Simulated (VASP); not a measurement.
Write the native input for VASP 6.6.1 that does the following.

```yaml
Task: relaxation of cell and atoms
Functional: PBE
Potentials_or_basis: VASP PAW PBE potentials, release 64 (Ge_d)
Cutoff: 520 eV
k_mesh: 4 × 4 × 4
Occupations: gaussian, width 0.02 eV
Spin: no spin polarisation
Further_INCAR_settings: ALGO = Normal; EDIFF = 1e-07; IBRION = 2; EDIFFG = -0.002; NSW = 80; ISIF = 3
```

The structure of Ge lies in POSCAR:

```
Ge
1.0
    0.0000000000      2.8289100000      2.8289100000
    2.8289100000      0.0000000000      2.8289100000
    2.8289100000      2.8289100000      0.0000000000
Ge
2
Direct
    0.0000000000      0.0000000000      0.0000000000
    0.2500000000      0.2500000000      0.2500000000
```

One way to write it, as run:

INCAR

```
SYSTEM = Ge
  PREC = Accurate
  ENCUT = 520
  EDIFF = 1E-7
  ISMEAR = 0
  SIGMA = 0.02
  LREAL = .FALSE.
  LASPH = .TRUE.
  NELM = 60
  ALGO = Normal
  ISIF = 3
  LWAVE = .FALSE.
  LCHARG = .FALSE.
  GGA = PE
  IBRION = 2
  NSW = 80
  EDIFFG = -0.002
```

KPOINTS

```
Automatic mesh
0
G
  4 4 4
  0 0 0
```

Potentials or basis: VASP PAW PBE potentials, release 64 (Ge_d).

Command:

```console
$ cat potpaw_PBE.64/Ge_d/POTCAR > POTCAR
$ mpirun -np 1 vasp_std > vasp.out
```

Results of the run:

| Item | Value |
| --- | --- |
| Relaxed volume | 24.39 Å³/atom |
| Relaxed cell | a = 4.101 Å, b = 4.101 Å, c = 4.101 Å, α = 60.00°, β = 60.00°, γ = 60.00° |
| Space group after relaxing (to 0.05 Å) | Fd-3m (No. 227) |
| Energy gained by relaxing | 20.8 meV/atom |
| Ionic steps | 5 |
| Pressure after relaxing | 0.0 GPa |
| Band gap on the k mesh | none (metal or under the smearing width) |

Caveat: the k mesh is coarse (spacing up to 0.48 Å⁻¹), so the values aren't converged; this crystal is a semiconductor, whose small gap the functional closes, so the metal is an error of the method.

Wall time 19 s on 1 thread of AMD EPYC 7R13 Processor (Zen 3) (shared host), peak memory 0.13 GiB.
